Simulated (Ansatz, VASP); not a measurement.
# One calculation of CdS (Hawleyite), two programs

The input INCAR:

```
SYSTEM = CdS
PREC = Accurate
ENCUT = 520
EDIFF = 1E-6
ISMEAR = -1
SIGMA = 0.05
LREAL = .False.
LASPH = .True.
NELM = 60
ALGO = Normal
ISIF = 2
LWAVE = .False.
LCHARG = .True.
GGA = RP
LELF = .True.
LVHAR = .True.
NBANDS = 16
```

File KPOINTS:

```
regular mesh
0
Gamma
  5 5 5
  0 0 0
```

Contents of POSCAR:

```
CdS
1.0
    0.0000000000      2.9165000000      2.9165000000
    2.9165000000      0.0000000000      2.9165000000
    2.9165000000      2.9165000000      0.0000000000
Cd S
1 1
Direct
    0.0000000000      0.0000000000      0.0000000000
    0.7500000000      0.7500000000      0.7500000000
```

The input input.yaml:

```yaml
crystal:
  lattice:
    - [0.0, 2.9165, 2.9165]
    - [2.9165, 0.0, 2.9165]
    - [2.9165, 2.9165, 0.0]
  atoms:
    - { symbol: Cd, position: [0.0, 0.0, 0.0] }
    - { symbol: S, position: [0.75, 0.75, 0.75] }
hamiltonian:
  xc: rpbe
  pseudopotentials: { kind: paw }
kpoints:
  mp_grid: { grid: [5, 5, 5] }
scf:
  occupations: { method: fermi_dirac, width: 0.05 }
  n_extra_bands: 6
output:
  forces: true
  stress: true
  eigenvalues: true
  dos: { projected: true, de: 0.05, nscf_kmesh: { grid: [8, 8, 8] } }
```

Alike in both runs: functional RPBE; k mesh 5 × 5 × 5; occupations fermi-dirac, width 0.05 eV; no spin polarisation.

|  | VASP | Ansatz |
| --- | --- | --- |
| version | VASP 6.6.1 | Ansatz 0.2.0 |
| potentials or method | VASP PAW PBE potentials, release 64 (Cd, S) | Ansatz PAW |
| plane-wave cutoff (eV) | 520 | 420 |
| valence electrons in the cell | 18 | 26 |
| task | single point | projected density of states |

```tsv
	VASP	Ansatz	Ansatz less VASP
gap on the k mesh at the Fermi level (eV)	1.33	1.33	-0.003
least direct gap on the mesh (eV)	1.33	1.33	-0.003
pressure (GPa)	5.5	5.1	-0.34
```

The functional is the same, so the differences come from potentials, cutoffs and numerics. The two sets of potentials don't hold the same shells in valence.

Caveats: the PAW data sets were made with another functional, which shifts forces and pressure a little (VASP); odd divisions of the mesh miss points on the zone boundary, where band edges often lie, so the gap on the mesh can be too wide (Ansatz); the PAW data sets come from PBE, with cores solved anew for the run's functional, which leaves a small shift of forces and pressure (Ansatz); the density of states is complete only up to the lowest level of the last band computed (Ansatz). RPBE gaps usually lie below the measured ones, often by a third to a half.
